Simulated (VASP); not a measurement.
# AlN (P6_3mc) in VASP: settings compared

One crystal, AlN, is run at these levels: PBE, HSE03; tasks: G0W0 quasiparticle levels, band structure.

Program: VASP 6.6.1. These are calculated values, not measurements. Logs are shortened: lines on timing, memory, paths and dates and some standing lists are left out, and cuts for length are marked.

**Experimental background.**

“Structural and optical properties of self-assembled AlN nanowires grown on SiO2/Si substrates by molecular beam epitaxy”, 2024, arxiv:2402.00216 quotes, for a bulk crystal of AlN at 0 K: band gap 6.0343 eV (an exciton energy, a little under the gap).

How close the calculation comes is told below.

### Step 1. Starting point

Symmetry: P6_3mc, No. 186, hexagonal system. Conventional cell: a = 3.113 Å, b = 3.113 Å, c = 4.981 Å, α = 90.00°, β = 90.00°, γ = 120.00°. Around Al (site symmetry 3m) lie 4 N at 1.89 Å. N (site symmetry 3m) has 4 Al at 1.89 Å as nearest neighbours.

### Step 2. G0W0 quasiparticle levels, PBE

Contents of POSCAR:

```
AlN
1.0
    3.1130000000      0.0000000000      0.0000000000
   -1.5565000000      2.6959370820      0.0000000000
    0.0000000000      0.0000000000      4.9810000000
Al N
2 2
Direct
    0.6666666667      0.3333333333      0.5000000000
    0.3333333333      0.6666666667      0.0000000000
    0.6666666667      0.3333333333      0.8800000000
    0.3333333333      0.6666666667      0.3800000000
```

Contents of INCAR.step1:

```
SYSTEM = AlN
  PREC = Accurate
  ENCUT = 450
  EDIFF = 1E-8
  ISMEAR = 0
  SIGMA = 0.01
  LREAL = .FALSE.
  LASPH = .TRUE.
  NELM = 80
  ALGO = Normal
  LWAVE = .TRUE.
  LCHARG = .FALSE.
  GGA = PE
```

Contents of INCAR.step2:

```
SYSTEM = AlN
  PREC = Accurate
  ENCUT = 450
  EDIFF = 1E-8
  ISMEAR = 0
  SIGMA = 0.01
  LREAL = .FALSE.
  LASPH = .TRUE.
  NELM = 1
  ALGO = Exact
  LWAVE = .TRUE.
  LCHARG = .FALSE.
  GGA = PE
  NBANDS = 175
  LOPTICS = .TRUE.
  ISTART = 1
```

Contents of INCAR.step3:

```
SYSTEM = AlN
  PREC = Accurate
  ENCUT = 450
  EDIFF = 1E-8
  ISMEAR = 0
  SIGMA = 0.01
  LREAL = .FALSE.
  LASPH = .TRUE.
  ALGO = EVGW0
  LWAVE = .FALSE.
  LCHARG = .FALSE.
  GGA = PE
  NELMGW = 1
  NBANDS = 175
  ENCUTGW = 200
  NOMEGA = 48
  PRECFOCK = Fast
  ISTART = 1
  NBANDSGW = 16
```

Contents of KPOINTS:

```
regular mesh
0
G
  4 4 3
  0 0 0
```

Potentials or basis: VASP PAW PBE potentials, release 64 (Al_GW, N_GW).

On the command line:

```bash
$ cat potpaw_PBE.64/Al_GW/POTCAR potpaw_PBE.64/N_GW/POTCAR > POTCAR
$ cp INCAR.step1 INCAR
$ mpirun -np 1 vasp_std > vasp.out
$ cp INCAR.step2 INCAR
$ mpirun -np 1 vasp_std > vasp.out
$ cp INCAR.step3 INCAR
$ mpirun -np 1 vasp_std > vasp.out
```

OUTCAR:

```text
SYSTEM = AlN
   PREC = Accurate
   ENCUT = 450
   EDIFF = 1E-8
   ISMEAR = 0
   LREAL = .FALSE.
   LASPH = .TRUE.
   GGA = PE
   NELMGW = 1
   ENCUTGW = 200
   PRECFOCK = Fast
   ISTART = 1

 Found      8 irreducible k-points:

 Following reciprocal coordinates:
            Coordinates               Weight
  0.000000  0.000000  0.000000      1.000000
  0.250000 -0.000000  0.000000      6.000000
  0.500000 -0.000000  0.000000      3.000000
  0.250000  0.250000  0.000000      6.000000
  0.000000  0.000000  0.333333      2.000000
  0.250000 -0.000000  0.333333     12.000000
   k-points           NKPTS =      8   k-points in BZ     NKDIM =     48   number of bands    NBANDS=    175
   number of dos      NEDOS =    301   number of ions     NIONS =      4
   total plane-waves  NPLWV =  20736
   dimension x,y,z NGX =    24 NGY =   24 NGZ =   36
   dimension x,y,z NGXF=    48 NGYF=   48 NGZF=   72
   ions per type =               2   2
   NGX,Y,Z   is equivalent  to a cutoff of  12.82, 12.82, 12.02 a.u.
   NGXF,Y,Z  is equivalent  to a cutoff of  25.63, 25.63, 24.03 a.u.
 SYSTEM =  AlN
   PREC   = accura    normal or accurate (medium, high low for compatibility)
   ISTART =      1    job   : 0-new  1-cont  2-samecut
   ICHARG =      0    charge: 1-file 2-atom 10-const
   ISPIN  =      1    spin polarized calculation?
   LNONCOLLINEAR =      F non collinear calculations
   LSORBIT =      F    spin-orbit coupling
   LASPH  =      T    aspherical Exc in radial PAW
   ENCUT  =  450.0 eV  33.07 Ry    5.75 a.u.   5.38  5.38  8.62*2*pi/ulx,y,z
   NELM   =     60;   NELMIN=  2; NELMDL=  0     # of ELM steps
   EDIFF  = 0.1E-07   stopping-criterion for ELM
   LREAL  =      F    real-space projection
   EDIFFG = 0.1E-06   stopping-criterion for IOM
   NSW    =      0    number of steps for IOM
   IBRION =     -1    ionic relax: 0-MD 1-quasi-New 2-CG
   NFREE  =      0    steps in history (QN), initial steepest desc. (CG)
   ISIF   =      0    stress and relaxation
   ISYM   =      3    0-nonsym 1-usesym 2-fastsym
   POTIM  = 0.5000    time-step for ionic-motion
   TEBEG  =    0.0;   TEEND  =   0.0 temperature during run
   PSTRESS=    0.0 pullay stress
   NELECT =      16.0000    total number of electrons
   NUPDOWN=      -1.0000    fix difference up-down
   EMIN   =  10.00;   EMAX   =-10.00  energy-range for DOS
   EFERMI =   0.00;   METHOD = LEGACY
   ISMEAR =     0;   SIGMA  =   0.01  broadening in eV -4-tet -1-fermi 0-gaus
   EFERMI_NEDOS =   21; number of points for ismear=-14 and -15
   IALGO  =     38    algorithm
   IMIX   =      4    mixing-type and parameters
     AMIX     =   0.40;   BMIX     =  1.00
     AMIX_MAG =   1.60;   BMIX_MAG =  1.00
  volume/ion in A,a.u.               =      10.45        70.52
  Fermi-wavevector in a.u.,A,eV,Ry     =   1.188629  2.246183 19.222843  1.412839
  Thomas-Fermi vector in A             =   2.324754
   LORBIT       =      0    0 simple, 1 ext, 2 COOP (PROOUT), +10 PAW based schemes
   GGA     = PE    functional components
   LHFCALC =     T    Hartree Fock is set to
   PRECFOCK=fast      Normal, Fast or Accurate (Low or Medium for compatibility)
   ENCUT4O =  -1.0   cutoff for four orbital integrals eV
   NKREDX  =     1    reduce k-point grid by
   NKREDY  =     1    reduce k-point grid by
   NKREDZ  =     1    reduce k-point grid by
   AEXX    =    1.0000 exact exchange contribution
   HFSCREEN=    0.0000 screening length (either q_TF or 0.3 A-1)
   HFSCREENC=   0.0000 screening length for correlation (either q_TF or 0.3 A-1)
   ENCUTFOCK=  -1.0 apply spherical cutoff to Coloumb kernel
   IVDW    =     0    specifies the selected vdW correction
   LEPSILON=     F    determine dielectric tensor
   LRPA    =     F    only Hartree local field effects (RPA)
   LRPAFORCE           =     F    calculate RPA forces
   ENCUTGW             = 200.0    cutoff for response function in eV
   ENCUTGWSOFT         = 160.0    soft cutoff for Coulomb kernel in GW response function in eV
   ENCUTLF             =  -1.0    cutoff for local field effects
   NELMGW              =     1    number of iterations in solving QP/BSE equation
   NELMHF              =     1    number of iterations in the inner HF iteration
   NKREDLFX            =     1    NKREDLFY  =   1   NKREDLFZ  =   1
 non-spin polarized calculation
 Gauss-broadening in eV      SIGMA  =   0.01
  energy-cutoff  :      450.00
  volume of cell :       41.80
 maximum number of plane-waves:       929
 NGX is ok and might be reduce to    24
  NGX = 12; NGY = 12; NGZ = 20
   NGX = 11   NGY = 11   NGZ = 17
 maximum number of plane-waves:       287

 QP shifts <psi_nk| G(iteration)W_0 |psi_nk>: iteration 1
 for sc-GW calculations column KS-energies equals QP-energies in previous step
 and V_xc(KS)=  KS-energies - (<T + V_ion + V_H > + <T+V_H+V_ion>^1  + <V_x>^1)

 k-point   1 :       0.0000    0.0000    0.0000
  band No.  KS-energies  QP-energies   sigma(KS)   V_xc(KS)     V^pw_x(r,r')   Z            occupation Imag(sigma)

      1     -10.0517     -11.6431     -17.0148     -14.7935     -24.7724       0.7164       2.0000       1.2516
      2      -7.9009      -9.3974     -18.4170     -16.3505     -25.8675       0.7242       2.0000       1.0202
      3      -0.8685      -2.1827     -14.4541     -12.6477     -18.5133       0.7275       2.0000       0.2062
      4       4.2844       3.2527     -17.6366     -16.3010     -20.6613       0.7725       2.0000       0.0939
      5       4.2844       3.2527     -17.6366     -16.3010     -20.6613       0.7725       2.0000       0.0939
      6       4.9402       3.9922     -17.9902     -16.7686     -20.8670       0.7761       2.0000       0.0893
[... 8 lines left out ...]
     15      18.2584      19.2433      -9.2576     -10.4987      -4.0010       0.7936       0.0000      -0.1591
     16      18.2584      19.2433      -9.2576     -10.4987      -4.0010       0.7936       0.0000      -0.1591

 k-point   2 :       0.2500   -0.0000    0.0000
  band No.  KS-energies  QP-energies   sigma(KS)   V_xc(KS)     V^pw_x(r,r')   Z            occupation Imag(sigma)

      1      -9.3043     -10.8625     -17.3674     -15.2088     -25.0037       0.7219       2.0000       1.1761
      2      -7.5334      -9.0065     -18.6831     -16.6509     -26.0867       0.7249       2.0000       0.9823
      3       0.0452      -1.2509     -14.7938     -13.0407     -18.5734       0.7393       2.0000       0.1652
      4       1.6879       0.4418     -15.7542     -14.1112     -19.1139       0.7584       2.0000       0.1215
      5       2.6847       1.5412     -16.5276     -15.0358     -19.6830       0.7665       2.0000       0.1070
      6       3.5764       2.4563     -17.0857     -15.6297     -20.2106       0.7694       2.0000       0.0997
[... 8 lines left out ...]
     15      17.2389      18.3181     -10.5095     -11.8950      -5.2159       0.7790       0.0000      -0.1512
     16      18.4032      19.3066      -9.5842     -10.7356      -4.1480       0.7845       0.0000      -0.2018

 k-point   3 :       0.5000   -0.0000    0.0000
  band No.  KS-energies  QP-energies   sigma(KS)   V_xc(KS)     V^pw_x(r,r')   Z            occupation Imag(sigma)

      1      -8.0883      -9.5972     -18.2721     -16.1987     -25.7436       0.7278       2.0000       1.0457
      2      -7.3924      -8.8573     -18.7295     -16.7086     -26.0999       0.7249       2.0000       0.9611
      3      -0.3106      -1.6527     -14.8146     -12.9939     -18.6816       0.7372       2.0000       0.1736
      4       0.9790      -0.3065     -15.6551     -13.9404     -19.2462       0.7497       2.0000       0.1387
      5       1.7794       0.5629     -15.8236     -14.2168     -19.2476       0.7571       2.0000       0.1240
      6       3.0536       1.8761     -16.7929     -15.2545     -20.0245       0.7654       2.0000       0.1048
[... 8 lines left out ...]
     15      17.9676      18.9701     -11.0481     -12.3482      -5.6068       0.7711       0.0000      -0.1795
     16      20.2799      21.0963      -9.0373     -10.1070      -3.0588       0.7633       0.0000      -0.2892

 k-point   4 :       0.2500    0.2500    0.0000
  band No.  KS-energies  QP-energies   sigma(KS)   V_xc(KS)     V^pw_x(r,r')   Z            occupation Imag(sigma)

      1      -8.1838      -9.6874     -18.1183     -16.0417     -25.5922       0.7241       2.0000       1.0498
      2      -7.3110      -8.7766     -18.8744     -16.8667     -26.2559       0.7300       2.0000       0.9584
      3       0.5322      -0.7950     -15.1206     -13.3496     -18.7304       0.7494       2.0000       0.1430
      4       1.0568      -0.2247     -15.5077     -13.8037     -19.0480       0.7520       2.0000       0.1369
      5       1.5915       0.3618     -15.5427     -13.9194     -18.9507       0.7575       2.0000       0.1255
      6       2.2865       1.0938     -16.1619     -14.5978     -19.4158       0.7626       2.0000       0.1137
[... 8 lines left out ...]
     15      17.3157      18.4271     -10.8628     -12.2912      -5.5498       0.7781       0.0000      -0.1581
     16      19.7666      20.6976     -10.2911     -11.5002      -4.3477       0.7700       0.0000      -0.2993

 k-point   5 :       0.0000    0.0000    0.3333
  band No.  KS-energies  QP-energies   sigma(KS)   V_xc(KS)     V^pw_x(r,r')   Z            occupation Imag(sigma)

      1      -9.6366     -11.2068     -17.1928     -15.0033     -24.8779       0.7171       2.0000       1.2096
      2      -8.6034     -10.1312     -17.7915     -15.6804     -25.3203       0.7237       2.0000       1.0963
      3       0.4767      -0.7840     -15.3261     -13.6285     -19.0538       0.7427       2.0000       0.1535
      4       3.2314       2.1855     -16.6320     -15.2718     -19.6411       0.7689       2.0000       0.1006
      5       4.4415       3.4284     -17.7194     -16.4101     -20.7103       0.7738       2.0000       0.0927
      6       4.4415       3.4284     -17.7194     -16.4101     -20.7103       0.7738       2.0000       0.0927
[... 8 lines left out ...]
     15      17.1524      18.0432      -8.9473     -10.0608      -3.9099       0.8000       0.0000      -0.1360
     16      17.1524      18.0432      -8.9473     -10.0608      -3.9099       0.8000       0.0000      -0.1360

 k-point   6 :       0.2500   -0.0000    0.3333
  band No.  KS-energies  QP-energies   sigma(KS)   V_xc(KS)     V^pw_x(r,r')   Z            occupation Imag(sigma)

      1      -8.9399     -10.4789     -17.5652     -15.4331     -25.1425       0.7218       2.0000       1.1340
      2      -8.0738      -9.5757     -18.1688     -16.0983     -25.6254       0.7254       2.0000       1.0368
      3       0.5772      -0.6861     -15.4150     -13.7204     -19.1077       0.7455       2.0000       0.1492
      4       1.6876       0.4861     -16.0248     -14.4378     -19.4158       0.7571       2.0000       0.1232
      5       2.7397       1.5651     -16.2701     -14.7395     -19.4404       0.7674       2.0000       0.1072
      6       3.8308       2.7402     -17.2323     -15.8186     -20.3041       0.7715       2.0000       0.0977
[... 8 lines left out ...]
     15      17.4708      18.3714      -9.3098     -10.4448      -4.1306       0.7935       0.0000      -0.1564
     16      18.3466      19.2898      -9.7613     -10.9654      -4.3008       0.7834       0.0000      -0.2001

 [... further k-points ...]
```

Run time: 82 s. Hardware: 1 thread of Intel Xeon 6975P-C (Granite Rapids), shared host; peak memory 0.4 GiB.

The run converged, but some of its settings lie outside the range that counts as converged, so its numbers aren't taken as properties of the crystal.

Results:

| Quantity | Value |
| --- | --- |
| Band gap on the k mesh, mean-field level | 4.21 eV, direct |
| Quasiparticle gap | 5.80 eV |
| Least direct quasiparticle gap | 5.80 eV |

Caveat: the k mesh is coarse (spacing up to 0.58 Å⁻¹), so the values aren't converged; bands, screening cutoff and mesh are small and nothing is extrapolated, so the quasiparticle values aren't converged.

(Part 1 of 2 ends here.)
